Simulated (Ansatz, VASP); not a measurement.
Two plane-wave programs on GaSb

```
Ga Sb
1.0
     3.61220    0.00000    0.00000
     0.00000    3.61220    0.00000
     0.00000    0.00000    3.61220
Ga Sb
1 1
Cartesian
  0.0000 0.0000 0.0000
  1.8061 1.8061 1.8061
```

Alike in both runs: functional PBE; k mesh 13 × 13 × 13; occupations fermi-dirac, width 0.1 eV; no spin polarisation.

Ansatz relaxed the structure, and its values are those at the end. VASP's run is a single point on that final structure, the one shown.

```csv
,VASP,Ansatz
version,VASP 6.6.1,Ansatz 0.2.0
potentials or method,"VASP PAW PBE potentials, release 64 (Ga_d, Sb)","PAW with Ansatz's default frozen-core files, scalar-relativistic"
plane-wave cutoff (eV),520,420
valence electrons in the cell,18,28
```

|  | VASP | Ansatz | Ansatz less VASP |
| --- | --- | --- | --- |
| pressure (GPa) | 0.0 | 0.0 | +0.03 |

The functional is the same, so the differences come from potentials, cutoffs and numerics. The two sets of potentials don't hold the same shells in valence.

Spin-orbit coupling is left out, which matters for the levels of Sb.
